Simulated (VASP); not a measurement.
Wanted: the native input for a VASP 6.6.1 run.

```
Task                   : relaxation of cell and atoms
Functional             : revPBE
Potentials or basis    : VASP PAW PBE potentials, release 64 (Rb_sv)
Cutoff                 : 600 eV
k mesh                 : 8 × 8 × 8
Occupations            : fermi-dirac, width 0.1 eV
Spin                   : no spin polarisation
Dipole correction      : no
Further INCAR settings : ALGO = Normal; EDIFF = 1e-07; IBRION = 2; EDIFFG = -0.01; NSW = 80; ISIF = 3
```

The structure of Rb lies in POSCAR:

```
Rb
1.0
    0.0000000000      3.5183295318      3.5183295318
    3.5183295318      0.0000000000      3.5183295318
    3.5183295318      3.5183295318      0.0000000000
Rb
1
Direct
    0.0000000000      0.0000000000      0.0000000000
```

The cell was built by a generator and needn't be a form met in nature.

The input as run:

INCAR

```
ALGO     = Normal         # electronic algorithm
EDIFF    = 1E-7           # SCF threshold, eV
EDIFFG   = -0.01          # ionic threshold
ENCUT    = 600            # plane-wave cutoff, eV
GGA      = RE             # functional
IBRION   = 2              # ionic algorithm
ISIF     = 3              # what is computed and relaxed
ISMEAR   = -1             # smearing method
LASPH    = T              # aspherical terms in the spheres
LCHARG   = F              # write CHGCAR
LREAL    = F              # projectors in reciprocal space
LWAVE    = F              # write WAVECAR
NELM     = 80             # most SCF steps
NSW      = 80             # ionic steps
PREC     = Accurate       # precision mode
SIGMA    = 0.1            # smearing width, eV
```

KPOINTS

```
k-points
0
Gamma
  8 8 8
```

Potentials or basis: VASP PAW PBE potentials, release 64 (Rb_sv).

Launch:

```console
$ cat potpaw_PBE.64/Rb_sv/POTCAR > POTCAR
$ mpirun -np 1 vasp_std > vasp.out
```

Results of the run:

| Quantity | Value |
| --- | --- |
| Relaxed volume | 99.87 Å³/atom |
| Relaxed cell | a = 5.208 Å, b = 5.208 Å, c = 5.208 Å, α = 60.00°, β = 60.00°, γ = 60.00° |
| Space group after relaxing (to 0.05 Å) | Fm-3m (No. 225) |
| Energy gained by relaxing | 14.9 meV/atom |
| Ionic steps | 4 |
| Pressure after relaxing | 0.0 GPa |
| Band gap on the k mesh | none (metal or under the smearing width) |

Caveat: the PAW data sets were made with another functional, which shifts forces and pressure a little.

It took 80 s on 1 thread of AMD EPYC 7R13 Processor (Zen 3), with other jobs on the host, peak memory 0.21 GiB.
